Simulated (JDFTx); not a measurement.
Crystal: AgCl (Chlorargyrite).

```
Ag Cl
1.0
     0.00000    2.73500    2.73500
     2.73500    0.00000    2.73500
     2.73500    2.73500    0.00000
Ag Cl
1 1
Direct
  0.00000 0.00000 0.00000
  0.50000 0.50000 0.50000
```

Base run:

| Quantity | Value |
| --- | --- |
| Program | JDFTx 1.7.0 (patched build) |
| Functional | LDA |
| Potentials or basis | PseudoDojo-SR-LDA-0.4.1-standard |
| Cutoff | 1170 eV |
| Density cutoff | 9361 eV |
| k mesh | 8 × 8 × 8 |
| Occupations | fermi-dirac, width 0.05 eV |
| Spin | no spin polarisation |

Its results: band gap on the k mesh 0.61 eV, indirect (least direct gap 3.09 eV); pressure -3.8 GPa.

**Question.** The run is repeated on the same cell with these changes: functional from LDA to PBE; potentials or basis from PseudoDojo-SR-LDA-0.4.1-standard to PseudoDojo-SR-PBE-0.5-standard; cutoff from 1170 eV to 1116 eV; density cutoff from 9361 eV to 8925 eV. What comes out?

**Answer.** Band gap on the k mesh 0.91 eV, indirect (least direct gap 3.32 eV); pressure 3.8 GPa.

Caveats: the empty levels aren't tightly converged (some runs).

A k mesh can miss the band edges.
